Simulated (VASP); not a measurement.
# Ni (Fm-3m) in VASP: settings compared, part 2 of 3

VASP 6.6.1. Earlier steps stand in the parts before.

## (4) Phonons, PBE, collinear spin, ferromagnetic start

The input, POSCAR:

```
Ni
1.0
    0.0000000000      1.7375729330      1.7375729330
    1.7375729330      0.0000000000      1.7375729330
    1.7375729330      1.7375729330      0.0000000000
Ni
1
Direct
    0.0000000000      0.0000000000      0.0000000000
```

The input, INCAR.step1:

```
ALGO = Normal
EDIFF = 1E-8
EDIFFG = -0.002
ENCUT = 600
GGA = PE
IBRION = 2
ISIF = 3
ISMEAR = -1
ISPIN = 2
LASPH = True
LCHARG = False
LMAXMIX = 4
LORBIT = 11
LREAL = False
LWAVE = False
MAGMOM = 1
NELM = 150
NSW = 40
PREC = Accurate
SIGMA = 0.05
```

The input, INCAR.step2:

```
ALGO = Normal
EDIFF = 1E-8
ENCUT = 600
GGA = PE
IBRION = 8
ISIF = 2
ISMEAR = -1
ISPIN = 2
LASPH = True
LCHARG = False
LMAXMIX = 4
LORBIT = 11
LREAL = False
LWAVE = False
MAGMOM = 1
NELM = 150
NSW = 1
PREC = Accurate
SIGMA = 0.05
```

The input, KPOINTS:

```
k-points
0
Gamma
  10 10 10
```

Potentials or basis: VASP PAW PBE potentials, release 64 (Ni).

Started as:

```console
$ cat potpaw_PBE.64/Ni/POTCAR > POTCAR
$ cp INCAR.step1 INCAR
$ mpirun -np 1 vasp_std > vasp.out
$ cp CONTCAR POSCAR
$ cp INCAR.step2 INCAR
$ mpirun -np 1 vasp_std > vasp.out
```

OUTCAR:

```text
EDIFF = 1E-8
   ENCUT = 600
   GGA = PE
   IBRION = 8
   ISIF = 2
   ISMEAR = -1
   ISPIN = 2
   LASPH = True
   LORBIT = 11
   LREAL = False
   NELM = 150
   NSW = 1
   PREC = Accurate

 ion  position               nearest neighbor table
   1  0.000  0.000  0.000-

  LATTYP: Found a face centered cubic cell.
 ALAT       =     3.5210585383

  Lattice vectors:

 A1 = (   0.0000000000,   1.7605292691,   1.7605292691)
 A2 = (   1.7605292691,   0.0000000000,   1.7605292691)
 A3 = (   1.7605292691,   1.7605292691,   0.0000000000)

Analysis of symmetry for initial positions (statically):
=====================================================================
 Subroutine PRICEL returns:
 Original cell was already a primitive cell.

 Routine SETGRP: Setting up the symmetry group for a
 face centered cubic supercell.
[... 864 lines left out ...]

 INTERNAL STRAIN TENSOR  FOR ION    1  DIRECTION 1   (eV/Angst):
 -----------------------------------------------------------------------------
     0.00337  0.00000  0.00000
     0.00000 -0.00104 -0.00000
     0.00000 -0.00000 -0.00104

 INTERNAL STRAIN TENSOR FOR ION    1 for displacements in x,y,z  (eV/Angst):
          X           Y           Z          XY          YZ          ZX
  --------------------------------------------------------------------------------
  x     0.00000     0.00000     0.00000     0.00000     0.00000     0.00000
  y     0.00000     0.00000     0.00000     0.00000     0.00000     0.00000
  z     0.00000     0.00000     0.00000     0.00000     0.00000     0.00000

 SECOND DERIVATIVES (NOT SYMMETRIZED)
 ------------------------------------
               1X          1Y          1Z
  1X    -0.017617    0.000000    0.000000
  1Y     0.000000   -0.017617    0.000000
  1Z     0.000000    0.000000   -0.017617

 Eigenvectors and eigenvalues of the dynamical matrix
 ----------------------------------------------------

   1 f  =    0.270852 THz     1.701813 2PiTHz    9.034650 cm-1     1.120153 meV
             X         Y         Z           dx          dy          dz
      0.000000  0.000000  0.000000     1.000000    0.000000    0.000000

   2 f  =    0.270852 THz     1.701813 2PiTHz    9.034650 cm-1     1.120153 meV
             X         Y         Z           dx          dy          dz
      0.000000  0.000000  0.000000     0.000000    1.000000    0.000000

   3 f  =    0.270852 THz     1.701813 2PiTHz    9.034650 cm-1     1.120153 meV
             X         Y         Z           dx          dy          dz
      0.000000  0.000000  0.000000     0.000000    0.000000    1.000000

--------------------------------------------------------------------------------------------------------

 ELASTIC MODULI CONTR FROM IONIC RELAXATION (kBar)
 Direction    XX          YY          ZZ          XY          YZ          ZX
 --------------------------------------------------------------------------------
 XX           0.0000      0.0000      0.0000      0.0000      0.0000      0.0000
 YY           0.0000      0.0000      0.0000      0.0000      0.0000      0.0000
 ZZ           0.0000      0.0000      0.0000      0.0000      0.0000      0.0000
 XY           0.0000      0.0000      0.0000      0.0000      0.0000      0.0000
 YZ           0.0000      0.0000      0.0000      0.0000      0.0000      0.0000
 ZX           0.0000      0.0000      0.0000      0.0000      0.0000      0.0000
 --------------------------------------------------------------------------------

 total charge

# of ion       s       p       d       tot
------------------------------------------
    1        0.498   0.498   8.307   9.303

 magnetization (x)

# of ion       s       p       d       tot
------------------------------------------
    1       -0.004  -0.022   0.748   0.722
```

Wall time 46 s (1 thread of Intel Xeon 6975P-C (Granite Rapids), shared host); peak memory 0.18 GiB.

What came out:

| Quantity | Value |
| --- | --- |
| Relaxed volume | 10.91 Å³/atom |
| Relaxed cell | a = 2.490 Å, b = 2.490 Å, c = 2.490 Å, α = 60.00°, β = 60.00°, γ = 60.00° |
| Space group after relaxing (to 0.05 Å) | Fm-3m (No. 225) |
| Net moment | 0.71 μB per cell |
| Site moments | Ni +0.72 μB |
| Valence electrons inside the program's atomic spheres | Ni 9.30 |

The path:
| step | energy change (eV) | largest force (eV/Å) | pressure (GPa) | volume (Å³) |
| --- | --- | --- | --- | --- |
| 1 | 0.0000 | 0.0000 | 8.43 | 10.49 |
| 2 | -0.0005 | 0.0000 | -7.02 | 11.35 |
| 3 | -0.0106 | 0.0000 | -0.02 | 10.91 |

Final structure:
```
Ni
1.0
     0.00000    1.76053    1.76053
     1.76053    0.00000    1.76053
     1.76053    1.76053    0.00000
Ni
1
Direct
  0.00000 0.00000 0.00000
```

## (5) Elastic constants, PBE, collinear spin, ferromagnetic start

POSCAR is that of step 4.

The input, INCAR.step1:

```
  PREC = Accurate
  ENCUT = 600
  EDIFF = 1E-8
  ISMEAR = -1
  SIGMA = 0.05
  LREAL = F
  LASPH = T
  NELM = 100
  ALGO = Normal
  ISIF = 3
  LWAVE = F
  LCHARG = F
  ISPIN = 2
  MAGMOM = 1
  LORBIT = 11
  LMAXMIX = 4
  GGA = PE
  IBRION = 2
  NSW = 40
  EDIFFG = -0.002
```

The input, INCAR.step2:

```
  PREC = Accurate
  ENCUT = 600
  EDIFF = 1E-8
  ISMEAR = -1
  SIGMA = 0.05
  LREAL = F
  LASPH = T
  NELM = 100
  ALGO = Normal
  ISIF = 3
  LWAVE = F
  LCHARG = F
  ISPIN = 2
  MAGMOM = 1
  LORBIT = 11
  LMAXMIX = 4
  GGA = PE
  IBRION = 6
  NFREE = 2
  POTIM = 0.015
  NSW = 1
```

The input, KPOINTS:

```
regular mesh
0
Gamma
  10 10 10
```

Potentials or basis: VASP PAW PBE potentials, release 64 (Ni).

Started as:

```console
$ cat potpaw_PBE.64/Ni/POTCAR > POTCAR
$ cp INCAR.step1 INCAR
$ mpirun -np 1 vasp_std > vasp.out
$ cp CONTCAR POSCAR
$ cp INCAR.step2 INCAR
$ mpirun -np 1 vasp_std > vasp.out
```

OUTCAR:

```text
PREC = Accurate
   ENCUT = 600
   EDIFF = 1E-8
   ISMEAR = -1
   LREAL = F
   LASPH = T
   NELM = 100
   ISIF = 3
   ISPIN = 2
   LORBIT = 11
   GGA = PE
   IBRION = 6
   NFREE = 2
   POTIM = 0.015
   NSW = 1

 ion  position               nearest neighbor table
   1  0.000  0.000  0.000-

  LATTYP: Found a face centered cubic cell.
 ALAT       =     3.5210585383

  Lattice vectors:

 A1 = (   0.0000000000,   1.7605292691,   1.7605292691)
 A2 = (   1.7605292691,   0.0000000000,   1.7605292691)
 A3 = (   1.7605292691,   1.7605292691,   0.0000000000)

Analysis of symmetry for initial positions (statically):
=====================================================================
 Subroutine PRICEL returns:
 Original cell was already a primitive cell.

 Routine SETGRP: Setting up the symmetry group for a
 face centered cubic supercell.

 Subroutine GETGRP returns: Found 48 space group operations
[... 1053 lines left out ...]
  y     0.00000     0.00000     0.00000     0.00000     0.00000     0.00000
  z     0.00000     0.00000     0.00000     0.00000     0.00000     0.00000

 Eigenvectors and eigenvalues of the dynamical matrix
 ----------------------------------------------------

   1 f  =    0.000000 THz     0.000000 2PiTHz    0.000000 cm-1     0.000000 meV
             X         Y         Z           dx          dy          dz
      0.000000  0.000000  0.000000     1.000000    0.000000    0.000000

   2 f  =    0.000000 THz     0.000000 2PiTHz    0.000000 cm-1     0.000000 meV
             X         Y         Z           dx          dy          dz
      0.000000  0.000000  0.000000     0.000000    1.000000    0.000000

   3 f  =    0.000000 THz     0.000000 2PiTHz    0.000000 cm-1     0.000000 meV
             X         Y         Z           dx          dy          dz
      0.000000  0.000000  0.000000     0.000000    0.000000    1.000000

--------------------------------------------------------------------------------------------------------

 ELASTIC MODULI CONTR FROM IONIC RELAXATION (kBar)
 Direction    XX          YY          ZZ          XY          YZ          ZX
 --------------------------------------------------------------------------------
 XX           0.0000      0.0000      0.0000      0.0000      0.0000      0.0000
 YY           0.0000      0.0000      0.0000      0.0000      0.0000      0.0000
 ZZ           0.0000      0.0000      0.0000      0.0000      0.0000      0.0000
 XY           0.0000      0.0000      0.0000      0.0000      0.0000      0.0000
 YZ           0.0000      0.0000      0.0000      0.0000      0.0000      0.0000
 ZX           0.0000      0.0000      0.0000      0.0000      0.0000      0.0000
 --------------------------------------------------------------------------------

 TOTAL ELASTIC MODULI (kBar)
 Direction    XX          YY          ZZ          XY          YZ          ZX
 --------------------------------------------------------------------------------
 XX        2687.7613   1588.2387   1588.2387      0.0000     -0.0000      0.0000
 YY        1588.2387   2687.7613   1588.2387      0.0000      0.0000      0.0000
 ZZ        1588.2387   1588.2387   2687.7613     -0.0000     -0.0000      0.0000
 XY           0.0000      0.0000     -0.0000   1330.3366      0.0000     -0.0000
 YZ          -0.0000      0.0000     -0.0000      0.0000   1330.3366      0.0000
 ZX           0.0000      0.0000      0.0000     -0.0000      0.0000   1330.3366
 --------------------------------------------------------------------------------

 total charge

# of ion       s       p       d       tot
------------------------------------------
    1        0.498   0.498   8.307   9.303

 magnetization (x)

# of ion       s       p       d       tot
------------------------------------------
    1       -0.004  -0.022   0.748   0.722
```

OUTCAR.step1:

```text
PREC = Accurate
   ENCUT = 600
   EDIFF = 1E-8
   ISMEAR = -1
   LREAL = F
   LASPH = T
   NELM = 100
   ISIF = 3
   ISPIN = 2
   LORBIT = 11
   GGA = PE
   IBRION = 2
   NSW = 40
[... 619 lines left out ...]
      9      36.8571      0.00000
     10      36.8571      0.00000
[... 327 lines left out ...]
  FREE ENERGIE OF THE ION-ELECTRON SYSTEM (eV)
  ---------------------------------------------------
  free  energy   TOTEN  =        -5.4790820975 eV

  energy  without entropy=       -5.4655193428  energy(sigma->0) =       -5.47230072

 reached required accuracy - stopping structural energy minimisation

 total charge

# of ion       s       p       d       tot
------------------------------------------
    1        0.498   0.498   8.307   9.303

 magnetization (x)

# of ion       s       p       d       tot
------------------------------------------
    1       -0.004  -0.022   0.748   0.722
```

It took 3.9 min on 1 thread of Intel Xeon 6975P-C (Granite Rapids), shared host; peak memory 0.25 GiB.

What came out:

```yaml
Relaxed_volume: 10.91 Å³/atom
Relaxed_cell: a = 2.490 Å, b = 2.490 Å, c = 2.490 Å, α = 60.00°, β = 60.00°, γ = 60.00°
Space_group_after_relaxing_to_0.05_Å: Fm-3m (No. 225)
Net_moment: 0.71 μB per cell
Site_moments: Ni +0.72 μB
Valence_electrons_inside_the_program's_atomic_spheres: Ni 9.30
Elastic_constants_C11_C12_C44: 269, 159, 133 GPa
Voigt_bulk_modulus: 195 GPa
```

Step by step:
```
step  energy change (eV)  largest force (eV/Å)  pressure (GPa)  volume (Å³)
   1              0.0000                0.0000            8.43        10.49
   2             -0.0005                0.0000           -7.02        11.35
   3             -0.0106                0.0000           -0.02        10.91
```

Final structure:
```xyz
1
Lattice="0.0000 1.7605 1.7605 1.7605 0.0000 1.7605 1.7605 1.7605 0.0000" Properties=species:S:1:pos:R:3 pbc="T T T"
Ni    0.0000    0.0000    0.0000
```

Elastic tensor in Voigt notation (GPa, in the Cartesian axes of the cell as first typed):
```
269 159 159   0   0   0
159 269 159   0   0   0
159 159 269   0   0   0
  0   0   0 133   0   0
  0   0   0   0 133   0
  0   0   0   0   0 133
```

Clamped-ion elastic tensor (GPa):
```
269 159 159   0   0   0
159 269 159   0   0   0
159 159 269   0   0   0
  0   0   0 133   0   0
  0   0   0   0 133   0
  0   0   0   0   0 133
```

(Part 2 of 3 ends here.)
